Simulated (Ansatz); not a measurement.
**Al2Ru: how settings move the results**

Aim, for Al2Ru: see how the occupation rule and width moves the results.

Method: DFT r2SCAN, scalar-relativistic, plane waves, PAW, in Ansatz 0.2.0.

1 further run of the same task is left out (set aside as unsound or not needed). Runs told in other sessions of the task aren't counted.

### 1 The system as given

Symmetry: Fddd, No. 70, orthorhombic system. Conventional cell: a = 4.705 Å, b = 7.980 Å, c = 8.783 Å, α = 90.00°, β = 90.00°, γ = 90.00°. Al (site symmetry 2) is surrounded by 5 Ru at 2.57 to 2.72 Å and 5 Al at 2.60 to 2.73 Å. Ru (site symmetry 222) is surrounded by 10 Al at 2.57 to 2.72 Å.

Coordinates:

```cif
data_structure
_symmetry_space_group_name_H-M 'Fddd:1'
_symmetry_Int_Tables_number 70
_cell_length_a 4.7049
_cell_length_b 7.9797
_cell_length_c 8.7831
_cell_angle_alpha 90.000
_cell_angle_beta 90.000
_cell_angle_gamma 90.000
_cell_volume 329.75
loop_
_atom_site_label
_atom_site_type_symbol
_atom_site_symmetry_multiplicity
_atom_site_Wyckoff_symbol
_atom_site_fract_x
_atom_site_fract_y
_atom_site_fract_z
_atom_site_occupancy
Al1 Al 16 f 0.75000 0.57906 0.25000 1
Ru1 Ru 8 b 0.75000 0.25000 0.25000 1
```

The structure comes from the Materials Project (structure only); it is used as listed.

### 2 The base run, which the others are set against

File input.yaml:

```yaml
crystal:
  lattice:
    - [0.0, 3.9898374997, 4.3915250777]
    - [2.3524746913, 0.0, 4.3915250777]
    - [2.3524746913, 3.9898374997, 0.0]
  atoms:
    - { symbol: Al, position: [0.07906103, 0.42093897, 0.07906103] }
    - { symbol: Al, position: [0.42093897, 0.07906103, 0.42093897] }
    - { symbol: Al, position: [0.17093897, 0.82906103, 0.17093897] }
    - { symbol: Al, position: [0.82906103, 0.17093897, 0.82906103] }
    - { symbol: Ru, position: [0.75, 0.75, 0.75] }
    - { symbol: Ru, position: [0.5, 0.5, 0.5] }
basis:
  ecutwfc: 500
kpoints:
  mp_grid: { grid: [10, 10, 10] }
hamiltonian:
  xc: r2scan
scf:
  occupations: { method: gaussian, width: 0.01 }
output:
  forces: true
  stress: true
  eigenvalues: true
  populations: true
```

It was run beforehand and gave: -2324.6114 eV/atom at zero smearing, pressure 0.04 GPa, largest force 0.002 eV/Å, gap on the mesh 0.17 eV, in 7 SCF cycles and 61 s.

### 3 Occupation rule and width set to Gaussian 0.04 eV

File input.yaml:

```yaml
crystal:
  lattice:
    - [0.0, 3.9898374997, 4.3915250777]
    - [2.3524746913, 0.0, 4.3915250777]
    - [2.3524746913, 3.9898374997, 0.0]
  atoms:
    - { symbol: Al, position: [0.07906103, 0.42093897, 0.07906103] }
    - { symbol: Al, position: [0.42093897, 0.07906103, 0.42093897] }
    - { symbol: Al, position: [0.17093897, 0.82906103, 0.17093897] }
    - { symbol: Al, position: [0.82906103, 0.17093897, 0.82906103] }
    - { symbol: Ru, position: [0.75, 0.75, 0.75] }
    - { symbol: Ru, position: [0.5, 0.5, 0.5] }
basis:
  ecutwfc: 500
kpoints:
  mp_grid: { grid: [10, 10, 10] }
hamiltonian:
  xc: r2scan
scf:
  occupations: { method: gaussian, width: 0.04 }
output:
  forces: true
  stress: true
  eigenvalues: true
```

Launch:

```sh
$ ansatz run input.yaml --threads 1 --pin off --max-ram 2560MiB --backend cpu --events-out ev --progress --plain --runs-dir out
```

### 4 Occupation rule and width set to Fermi–Dirac 0.03 eV

input.yaml, as its differences from that of step 3:

```diff
@@ -19,3 +19,3 @@
 scf:
-  occupations: { method: gaussian, width: 0.04 }
+  occupations: { method: fermi_dirac, width: 0.03 }
 output:
```

### 5 Occupation rule and width set to Fermi–Dirac 0.04 eV

input.yaml, as its differences from that of step 4:

```diff
@@ -19,3 +19,3 @@
 scf:
-  occupations: { method: fermi_dirac, width: 0.03 }
+  occupations: { method: fermi_dirac, width: 0.04 }
 output:
```

### 6 Occupation rule and width: Methfessel–Paxton 0.03 eV

input.yaml, as its differences from that of step 5:

```diff
@@ -19,3 +19,3 @@
 scf:
-  occupations: { method: fermi_dirac, width: 0.04 }
+  occupations: { method: methfessel_paxton, width: 0.03 }
 output:
```

### 7 Occupation rule and width: Methfessel–Paxton 0.04 eV

input.yaml, as its differences from that of step 6:

```diff
@@ -19,3 +19,3 @@
 scf:
-  occupations: { method: methfessel_paxton, width: 0.03 }
+  occupations: { method: methfessel_paxton, width: 0.04 }
 output:
```

### 8 Occupation rule and width set to cold 0.04 eV

input.yaml, as its differences from that of step 7:

```diff
@@ -19,3 +19,3 @@
 scf:
-  occupations: { method: methfessel_paxton, width: 0.04 }
+  occupations: { method: cold, width: 0.04 }
 output:
```

### 9 Occupation rule and width: tetrahedron

input.yaml, as its differences from that of step 8:

```diff
@@ -19,3 +19,3 @@
 scf:
-  occupations: { method: cold, width: 0.04 }
+  occupations: { method: tetrahedron }
 output:
```

### 10 Occupation rule and width set to fixed

input.yaml, as its differences from that of step 9:

```diff
@@ -19,3 +19,3 @@
 scf:
-  occupations: { method: tetrahedron }
+  occupations: { method: fixed }
 output:
```

(Steps that only read results are left out.)

What results come out of these runs, taken together? Wanted: largest energy shift, occupation rule and width.

The runs gave:

```
                                       quantity                              value
largest energy shift, occupation rule and width  0.01 meV/atom at Fermi–Dirac 0.04
```

What this shows: The free energy moves by up to 0.01 meV/atom (Fermi–Dirac 0.04), the energy extrapolated to zero width by up to 0.01. With a gap this much wider than the widths, the rule hardly matters.
